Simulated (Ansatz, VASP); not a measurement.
# Cross-check of TiC between VASP and Ansatz

Wanted: the spread between two codes on one cell, functional and k mesh. The structure shown is frame 50 of Ansatz's trajectory.

Program: Ansatz 0.2.0. Level of theory: plane waves, with VASP 6.6.1 beside it; single point at revPBE. Results are calculated unless marked as measured.

### 1. Starting point

The cell holds 64 atoms: 32 Ti and 32 C. Its edges and angles: a = 8.656 Å, b = 8.656 Å, c = 8.656 Å, α = 90.0°, β = 90.0°, γ = 90.0°. It derives from NbC (rock-salt), repeated 2×2×2. Rock-salt NbC, 2 x 2 x 2 conventional cells, 32 of 32 Nb sites given to Ti at random (x = 1.000), lattice by Vegard's rule (a = 4.328 A); (so at first; earlier steps may have moved the atoms), displaced by a Gaussian of 0.02 A.

### 2. Ansatz: dynamics, revPBE

Ansatz runs on its default PAW (the set named soft_2) files.

One frame of this run of dynamics is then solved in both programs, so the motion causes no difference.

input.yaml reads:

```yaml
crystal:
  lattice:
    - [8.656, 0.0, 0.0]
    - [0.0, 8.656, 0.0]
    - [0.0, 0.0, 8.656]
  atoms:
    - { symbol: Ti, position: [0.0020330111543740027, 0.9992290970916488, 0.0013784013479669632] }
    - { symbol: C, position: [0.25235238904110846, 0.00289593238495774, 0.9989785276714943] }
    - { symbol: Ti, position: [0.9994676843769585, 0.25154872924348043, 0.25092220251311925] }
    - { symbol: C, position: [0.2525169048338898, 0.2511738814050756, 0.25307508984478727] }
    - { symbol: Ti, position: [0.2484084294574958, 0.0036810568195556857, 0.24895063706139262] }
    - { symbol: C, position: [0.002724109768241522, 0.0028179318132147803, 0.24669579637228856] }
    - { symbol: Ti, position: [0.2472530197069831, 0.2541825291357436, 0.997992155868494] }
    - { symbol: C, position: [0.00019590439724163263, 0.2535399131832114, 0.9986005120913385] }
    - { symbol: Ti, position: [0.9990413944581568, 0.9999321356002473, 0.49985321140010297] }
    - { symbol: C, position: [0.2524759550224144, 0.0022240902977968165, 0.49767493693778386] }
    - { symbol: Ti, position: [0.9994254486783531, 0.2538791649286297, 0.7514461608562871] }
    - { symbol: C, position: [0.25125620519551495, 0.25207476204253304, 0.7519296205770601] }
    - { symbol: Ti, position: [0.25192736475173094, 0.997030001549006, 0.7504498621656447] }
    - { symbol: C, position: [0.9995397239288607, 0.004523934813914904, 0.7491848583666093] }
    - { symbol: Ti, position: [0.2513409758543799, 0.25078225819084804, 0.4970149064604437] }
    - { symbol: C, position: [0.9995171293085595, 0.2439054465577723, 0.49991483495619315] }
    - { symbol: Ti, position: [0.0031500360798603117, 0.5002532999798897, 0.9962603918261527] }
    - { symbol: C, position: [0.2513540264413903, 0.49898801339801757, 0.9965925829963552] }
    - { symbol: Ti, position: [0.9951337513143771, 0.7529618230861825, 0.24902350012885327] }
    - { symbol: C, position: [0.24916314039501827, 0.7491968879315596, 0.25145386513458506] }
    - { symbol: Ti, position: [0.2523316100388718, 0.5018517218345593, 0.2489822954673651] }
    - { symbol: C, position: [0.0019118561980865786, 0.5039490362999252, 0.25171713927012673] }
    - { symbol: Ti, position: [0.2508997623852296, 0.7517478901862518, 0.9991937973038771] }
    - { symbol: C, position: [0.0020463845011323067, 0.7494516448358639, 0.9992713627089851] }
    - { symbol: Ti, position: [0.004247914222609659, 0.4986795923746759, 0.5000488761809816] }
    - { symbol: C, position: [0.24561410421458685, 0.499069556367412, 0.49897158373637746] }
    - { symbol: Ti, position: [0.004013947932689431, 0.7532333144288306, 0.7472471253914192] }
    - { symbol: C, position: [0.2485948911394239, 0.7502224250820617, 0.7482647189204299] }
    - { symbol: Ti, position: [0.24827786987564232, 0.500498936453432, 0.7482645122946137] }
    - { symbol: C, position: [0.004719798634917222, 0.5014633710566723, 0.7443219532314509] }
    - { symbol: Ti, position: [0.25009045516224687, 0.750541062522429, 0.5008370838342086] }
    - { symbol: C, position: [0.9962655548778805, 0.7515904093114241, 0.5004159947038687] }
    - { symbol: Ti, position: [0.5032476383610281, 0.9971383271850577, 0.9996965339342861] }
    - { symbol: C, position: [0.7508231697249531, 0.9969804558360278, 0.9973794905441774] }
    - { symbol: Ti, position: [0.5009361995726332, 0.24529094456742553, 0.24958790227128208] }
    - { symbol: C, position: [0.7470475914437347, 0.2480941362532366, 0.25008143441327174] }
    - { symbol: Ti, position: [0.7470821765173012, 0.0010867613635821053, 0.24904431362569934] }
    - { symbol: C, position: [0.4974662211480271, 0.00299743302254674, 0.24777252611748604] }
    - { symbol: Ti, position: [0.7516098180808864, 0.24955712915148218, 0.9990660053335177] }
    - { symbol: C, position: [0.4992144363858135, 0.24504383382572548, 0.001630880705815897] }
    - { symbol: Ti, position: [0.4996886572539693, 0.0013914242885526829, 0.49716450628992825] }
    - { symbol: C, position: [0.7488977038313555, 0.002755470399783933, 0.5002949745869195] }
    - { symbol: Ti, position: [0.49853312377940917, 0.25025191644394196, 0.7497731480388797] }
    - { symbol: C, position: [0.7444194783653384, 0.25148816197217033, 0.750681363907979] }
    - { symbol: Ti, position: [0.7516320679543165, 0.0007105444024015674, 0.7479249736444886] }
    - { symbol: C, position: [0.5009338537031032, 0.9972410948884719, 0.7515674014868435] }
    - { symbol: Ti, position: [0.7494177201260078, 0.24693894932569146, 0.5007441032716229] }
    - { symbol: C, position: [0.499805562147038, 0.2529133399439346, 0.49828515626383796] }
    - { symbol: Ti, position: [0.5026231423492403, 0.5002686502677117, 0.0028289576484243468] }
    - { symbol: C, position: [0.7479354340156182, 0.5017086795576475, 0.0003791576385005235] }
    - { symbol: Ti, position: [0.500148041369995, 0.7480426861957576, 0.25020791236759965] }
    - { symbol: C, position: [0.7504036572340683, 0.7516736852070082, 0.25301591224387515] }
    - { symbol: Ti, position: [0.7519810259789266, 0.49917238562479277, 0.25098260575994963] }
    - { symbol: C, position: [0.5040071594119414, 0.49537791684197546, 0.24797526547847976] }
    - { symbol: Ti, position: [0.751581479756594, 0.748991560805563, 0.0025641245024740833] }
    - { symbol: C, position: [0.4974050770765355, 0.7463277769826284, 0.002251203829834789] }
    - { symbol: Ti, position: [0.49879833221336894, 0.500059088834975, 0.4994232833781183] }
    - { symbol: C, position: [0.7493299797318338, 0.500389112620555, 0.504290105875285] }
    - { symbol: Ti, position: [0.4966323091604949, 0.7487417808263642, 0.7508902842515625] }
    - { symbol: C, position: [0.7535252122879293, 0.7498212138271241, 0.7515906673435879] }
    - { symbol: Ti, position: [0.7509980971026793, 0.49881478021274517, 0.7509545205954776] }
    - { symbol: C, position: [0.5006963025141641, 0.5003870183266785, 0.7489750704981122] }
    - { symbol: Ti, position: [0.7499676760596734, 0.7581051587082802, 0.4997391487046071] }
    - { symbol: C, position: [0.5002261360695682, 0.7492253449900137, 0.5038711085747438] }
basis:
  ecutwfc: 450.0
kpoints:
  mp_grid:
    grid: [1, 1, 1]
hamiltonian:
  xc: revpbe
scf:
  occupations:
    method: gaussian
    width: 0.025
md:
  timestep: 1.0
  n_steps: 150
  ensemble: nvt_langevin
  temperature: 300.0
  initial_velocities: maxwell_boltzmann
  seed: 244
```

The run is started by

```bash
> python md.py
```

### 3. VASP: single point, revPBE

The same cell, functional, mesh and smearing now go to VASP, with its own data sets.

Lines of VASP's logs that name or quote its potential files are left out, and so is its time.

INCAR reads:

```
SYSTEM = TiC
PREC = Accurate
ENCUT = 520
EDIFF = 1E-06
NELM = 120
ISMEAR = 0
SIGMA = 0.025
LREAL = Auto
ALGO = Normal
GGA = RE
NBANDS = 304
LASPH = .TRUE.
LORBIT = 11
LWAVE = .FALSE.
LCHARG = .FALSE.
ISIF = 2
GGA_COMPAT = .FALSE.
EFERMI = MIDGAP
NCORE = 2
```

POSCAR reads:

```
TiC
1.0
    8.6560000000      0.0000000000      0.0000000000
    0.0000000000      8.6560000000      0.0000000000
    0.0000000000      0.0000000000      8.6560000000
Ti C
32 32
Direct
    0.0080175601      0.0038585952      0.9999191312
    0.0114949168      0.2538123845      0.2475623845
    0.2475277264      0.0015365065      0.2536159889
    0.2600623845      0.2527841959      0.0020679298
    0.9970078558      0.9939001848      0.4988678373
    0.9975392791      0.2425600739      0.7486252311
    0.2462222736      0.0006007394      0.7571048983
    0.2451940850      0.2482902033      0.4998498152
    0.0064001848      0.5080637708      0.9952518484
    0.9955753235      0.7546326248      0.2516404806
    0.2496765250      0.4954597967      0.2513054529
    0.2576132163      0.7493068392      0.9990064695
    0.9984172828      0.4967652495      0.4951132163
    0.9928142329      0.7484288355      0.7491682070
    0.2584681146      0.4984288355      0.7412430684
    0.2434149723      0.7460258780      0.4950554529
    0.5008086876      0.0014209797      0.0025300370
    0.5026224584      0.2515018484      0.2539625693
    0.7573821627      0.0084796673      0.2495378928
    0.7575092421      0.2619916821      0.0049214418
    0.4939926063      0.9912430684      0.5043091497
    0.5077056377      0.2425600739      0.7557647874
    0.7565041590      0.0037430684      0.7539279113
    0.7446742144      0.2501848429      0.4938886322
    0.5037199630      0.4995263401      0.9920402033
    0.4941312384      0.7464648799      0.2456908503
    0.7600046211      0.5114256007      0.2413008318
    0.7423290203      0.7561922366      0.9972851201
    0.5001270795      0.4961760628      0.4913008318
    0.4954482440      0.7465110906      0.7447550832
    0.7582370610      0.4984403882      0.7366451017
    0.7390249538      0.7453096118      0.5007393715
    0.2498498152      0.9992144177      0.9979320702
    0.2472158041      0.2499768946      0.2521256932
    0.9989256007      0.9905730129      0.2471118299
    0.9910004621      0.2451247689      0.0027841959
    0.2414856747      0.0015711645      0.4869916821
    0.2389787431      0.2557070240      0.7374191312
    0.9985674677      0.9907000924      0.7417167283
    0.9958294824      0.2420402033      0.5110097043
    0.2509126617      0.5000924214      0.0055452865
    0.2517675601      0.7515596118      0.2427218115
    0.9946395564      0.5002772643      0.2588146950
    0.0038008318      0.7523682994      0.0092652495
    0.2468345656      0.5100277264      0.4960374307
    0.2454482440      0.7480129390      0.7466728281
    0.9990988909      0.5058109982      0.7511090573
    0.0073359519      0.7457948244      0.5021256932
    0.7475623845      0.9948937153      0.9907347505
    0.7422019409      0.2503581331      0.2463031423
    0.4940734750      0.0028419593      0.2435882625
    0.4978627542      0.2493068392      0.0073359519
    0.7383433457      0.9944893715      0.4841497227
    0.7437268946      0.2411737523      0.7473544362
    0.4977125693      0.0014209797      0.7429182070
    0.4938193161      0.2486829945      0.5009126617
    0.7512245841      0.5070933457      0.9977934381
    0.7544593346      0.7442814233      0.2339764325
    0.4993414972      0.4988562847      0.2464302218
    0.4937153420      0.7557647874      0.0007278189
    0.7562384473      0.5028188540      0.4907809612
    0.7465804067      0.7432070240      0.7432185767
    0.5069200555      0.5147412200      0.7400415896
    0.5046326248      0.7486021257      0.4902379852
```

KPOINTS reads:

```
Automatic mesh
0
Gamma
1 1 1
0 0 0
```

Potentials, in the order of the species: Ti_sv and C (PBE family, release 64).

The run is started by

```bash
> mpirun -np 8 vasp_gam
```

The program printed:

```text
[banner, memory and clock lines left out]
running    8 mpi-ranks, on    1 nodes
[...]
|                                                                             |
|               ----> ADVICE to this user running VASP <----                  |
|                                                                             |
|     You enforced a specific xc type in the INCAR file but a different       |
|     [... a line on the potential file left out ...]
|     I HOPE YOU KNOW WHAT YOU ARE DOING!                                     |
|                                                                             |

 LDA part: xc-table for (Slater+PW92), standard interpolation
 POSCAR, INCAR and KPOINTS ok, starting setup
[...]
entering main loop
       N       E                     dE             d eps       ncg     rms          rms(c)
DAV:   1     0.100765570884E+05    0.10077E+05   -0.26750E+05   608   0.221E+03
DAV:   2     0.162883291263E+04   -0.84477E+04   -0.82656E+04   608   0.716E+02
DAV:   3    -0.365366450850E+03   -0.19942E+04   -0.18973E+04   816   0.277E+02
DAV:   4    -0.707908534111E+03   -0.34254E+03   -0.32417E+03   880   0.105E+02
[...]
DAV:  22    -0.563448814363E+03    0.14462E-05   -0.13090E-06   408   0.589E-03    0.250E-03
DAV:  23    -0.563448813100E+03    0.12632E-05   -0.94236E-07   376   0.373E-03    0.105E-03
DAV:  24    -0.563448813067E+03    0.33018E-07   -0.39534E-07   376   0.229E-03
   1 F= -.56344881E+03 E0= -.56344879E+03  d E =-.405318E-04
```

From OUTCAR (step 3):

```text
  Total       24.2047138     23.1988242     21.3063314     -2.1584918     -0.3578995      0.6699140
  in kB       59.7941629     57.3092616     52.6341382     -5.3322345     -0.8841378      1.6549234
  external PRESSURE =      56.5791876 kB  Pullay stress =       0.0000000 kB

 POSITION                                       TOTAL-FORCE (eV/Angst)
 -----------------------------------------------------------------------------------
      0.06940      0.03340      8.65530        -0.209082     -0.368761      0.275151
      0.09950      2.19700      2.14290        -1.315249      0.104791      0.040499
      2.14260      0.01330      2.19530         0.298251     -0.187703     -0.293926
      2.25110      2.18810      0.01790        -0.021106      0.030120     -0.204435
      8.63010      8.60320      4.31820        -0.078798      0.209931      0.276114
      8.63470      2.09960      6.48010         1.100469      0.793136      0.082735
      2.13130      0.00520      6.55350         0.506343     -0.819688     -0.762387
      2.12240      2.14920      4.32670         0.665365     -0.451252     -0.108485
      0.05540      4.39780      8.61490         0.316296     -0.038633     -0.437047
      8.61770      6.53210      2.17820         0.478060     -0.041457     -0.641439
      2.16120      4.28870      2.17530         0.112647      0.634590     -0.719738
      2.22990      6.48600      8.64740        -0.990633     -0.216499      0.209670
      8.64230      4.30000      4.28570         0.365257      0.343144      0.085616
      8.59380      6.47840      6.48480         0.517203      0.116877     -0.116376
[...]
-----------------------------------------------------------------------------------
    total drift:                               -0.012733     -0.011761     -0.003417

  FREE ENERGIE OF THE ION-ELECTRON SYSTEM (eV)
  ---------------------------------------------------
  free  energy   TOTEN  =      -563.4488130672 eV

  energy  without entropy=     -563.4487725354  energy(sigma->0) =     -563.44879280

[... 1 further part left out ...]
```

The run ends at a pressure of 5.66 GPa, with forces up to 1.5 eV/Å.

### 4. Comparison

Known differences besides the potentials themselves: the cutoff is 450 eV in Ansatz and 520 eV in VASP (PREC = Accurate, projectors in real space); Ansatz makes its cores anew for this functional, VASP keeps those of its PBE data sets. Total energies have different zeros and are not compared.

Forces on 9 of the 64 atoms, those with the largest forces and the largest differences (eV/Å; atoms numbered as in POSCAR):

| atom | Ansatz x, y, z | VASP x, y, z |
| --- | --- | --- |
| Ti2 | -1.308, 0.106, 0.031 | -1.315, 0.105, 0.040 |
| Ti6 | 1.100, 0.792, 0.082 | 1.100, 0.793, 0.083 |
| Ti23 | -0.811, -0.785, -0.124 | -0.809, -0.795, -0.139 |
| Ti27 | -1.055, -0.947, 0.564 | -1.054, -0.949, 0.555 |
| Ti31 | -0.359, 0.172, 1.075 | -0.362, 0.156, 1.064 |
| C38 | 0.090, -0.192, 1.319 | 0.099, -0.185, 1.317 |
| C40 | -0.209, 0.575, -1.313 | -0.211, 0.577, -1.316 |
| C58 | -0.568, 0.510, 1.170 | -0.567, 0.509, 1.175 |
| C63 | -0.813, -1.131, 0.586 | -0.802, -1.139, 0.598 |

The forces differ by 5.9 meV/Å r.m.s., which is 1.2 % of the r.m.s. force of 0.513 eV/Å (both taken over all components).

### 5. Results

```json
{
 "r.m.s. force difference (single point, revPBE)": "1.2 % of the r.m.s. force"
}
```

What this shows: The r.m.s. force difference is 1.2 % of the r.m.s. force (single point, revPBE), within the 3 % picked in this series as the mark of a large difference. 2 further runs of this series are not shown here. How closely two codes agree says nothing of how well the functional describes the real material.

[Lines on the potential files, build, host, timing and source positions are cut from VASP's logs without a mark.]

[Logs are printed without paths, hosts, clocks, repeated set-up lines and the standing remarks that a program may print on its own settings, such as how far it seeks lower states.]

[Hosts, paths, dates, database ids (printed as entryN), source tags and the programs' standing remarks are cut or masked in the printed files.]
